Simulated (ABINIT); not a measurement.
Runs of ABINIT 10.8.3 (patched build) on BN. It takes space group F-43m (No. 216, cubic). The conventional cell has a = 3.626 Å, b = 3.626 Å, c = 3.626 Å, α = 90.00°, β = 90.00°, γ = 90.00°. N (site symmetry -43m) has 4 B at 1.57 Å as nearest neighbours. B (site symmetry -43m) is surrounded by 4 N at 1.57 Å. The cell is a database's computed one.

```tsv
task	level	potentials or basis	k mesh	cutoff (eV)	smearing	fine-grid cutoff	most SCF steps	dispersion computed by	gap on the mesh (eV)	pressure (GPa)	V0 of scaled cells (Å³/atom)	B0 (GPa)
equation of state	PBE	JTH PAW PBE v2.0	13 × 13 × 13	844	fermi-dirac 0.05 eV	1442.2 eV	-	-	-	-	5.95	(d)
equation of state	PBEsol	PseudoDojo NC SR PBEsol v0.4 stringent	13 × 13 × 13	1143	fermi-dirac 0.05 eV	-	-	-	-	-	5.87	385
single point	HSE06	PseudoDojo NC SR PBE v0.4.1 standard	8 × 8 × 8	952	fixed	-	60	-	5.90	(a)	-	-
equation of state	AM05	JTH PAW PBE v2.0	13 × 13 × 13	680	fermi-dirac 0.05 eV	1278.94 eV	-	-	-	-	5.86	386
equation of state	PBE+D3	JTH PAW PBE v2.0	13 × 13 × 13	707	fermi-dirac 0.05 eV	1306.15 eV	-	simple-dftd3 1.7.0	-	-	5.91	(c)
band structure	r2SCAN	Ansatz PAW PBE default generated set, frozen core	13 × 13 × 13	517	fermi-dirac 0.05 eV	1034.03 eV	-	-	5.06	-	-	-
equation of state	PBEsol	JTH PAW PBE v2.0	13 × 13 × 13	707	fermi-dirac 0.05 eV	1306.15 eV	-	-	-	-	5.87	386
equation of state	BP86	JTH PAW PBE v2.0	13 × 13 × 13	680	fermi-dirac 0.05 eV	1278.94 eV	-	-	-	-	5.98	367
band structure	rPW86PBE	JTH PAW PBE v2.0	13 × 13 × 13	707	fermi-dirac 0.05 eV	1306.15 eV	-	-	4.84	6.2	-	-
equation of state	revPBE	JTH PAW PBE v2.0	13 × 13 × 13	707	fermi-dirac 0.05 eV	1306.15 eV	-	-	-	-	6.02	361
equation of state	BLYP+D2	JTH PAW PBE v2.0	13 × 13 × 13	707	fermi-dirac 0.05 eV	1306.15 eV	-	-	-	-	5.95	(b)
single point	PBE	JTH PAW PBE v2.0	17 × 17 × 17	680	fermi-dirac 0.05 eV	1278.94 eV	-	-	4.49	-	-	-
```

Alike in all rows: no spin polarisation; cell as given.

Problem. Estimate the missing entries.

Solution. (a) -9.0; (b) 374; (c) 378; (d) 373.

Caveats: pressures at fixed basis lie under the slope of the energies (some runs); the PAW data sets were made with another functional, which shifts forces and pressure a little (some runs); Libxc's HSE differs a little from that of other programs (some runs); the potentials were made for another functional, which shifts forces and pressure (some runs); the atomic spheres overlap (some runs); an odd mesh through Γ misses points on the zone boundary, where band edges often lie (some runs).

Not every run made on this cell is shown here.
